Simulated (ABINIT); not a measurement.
**MoP: band structure with HCTH407**

MoP:

```xyz
2
Lattice="3.2230 0.0000 0.0000 -1.6115 2.7912 0.0000 0.0000 0.0000 3.1910" Properties=species:S:1:pos:R:3 pbc="T T T"
Mo    0.0000    0.0000    0.0000
P     0.0000    1.8608    1.5955
```

* Program: ABINIT 10.8.3 (patched build)
* Task: band structure
* Functional: HCTH407
* Potentials or basis: JTH PAW PBE v2.0
* Cutoff: 544 eV
* k mesh: 10 × 10 × 8
* Occupations: fermi-dirac, width 0.05 eV
* Spin: no spin polarisation
* Fine-grid cutoff: 1088.46 eV
* Exchange and correlation inside the PAW spheres: full angular mesh (pawxcdev 0, this build's default; the released program takes 1)

```yaml
Pressure: -6.6 GPa
Band_gap_on_the_k_mesh: none (metal or under the smearing width)
Valence_electrons_inside_the_program's_atomic_spheres: Mo 11.38; P 1.58
```

Stress tensor (GPa, compression positive):
```
-5.63  0.00  0.00
 0.00 -5.63  0.00
 0.00  0.00 -8.45
```

Levels at the corners of the path, in eV from the Fermi level:
```csv
point,band 6,band 7,band 8,band 9,band 10,band 11,band 12,band 13,band 14,band 15
Γ,-4.13,-3.24,-3.24,-0.64,0.26,0.26,4.15,4.15,5.76,8.94
M,-7.18,-3.87,-3.65,-1.26,-0.42,1.72,2.36,4.69,6.12,8.48
K,-6.51,-5.15,-3.69,-1.48,-0.05,0.72,0.80,6.80,8.73,10.91
Γ,-4.13,-3.24,-3.24,-0.64,0.26,0.26,4.15,4.15,5.76,8.94
A,-7.77,-2.68,-2.68,-1.62,-1.62,1.35,2.96,2.96,8.01,8.79
L,-6.11,-5.24,-4.37,-0.99,1.42,1.84,3.55,5.13,6.22,6.59
H,-6.77,-5.70,-3.27,-1.25,1.56,3.27,4.18,4.42,4.94,5.49
A,-7.77,-2.68,-2.68,-1.62,-1.62,1.35,2.96,2.96,8.01,8.79
```

Run time: 41 s on 1 thread of Arm Neoverse V2, on a shared host, peak memory 0.12 GiB.

Caveat: the PAW data sets were made with another functional, which shifts forces and pressure a little.
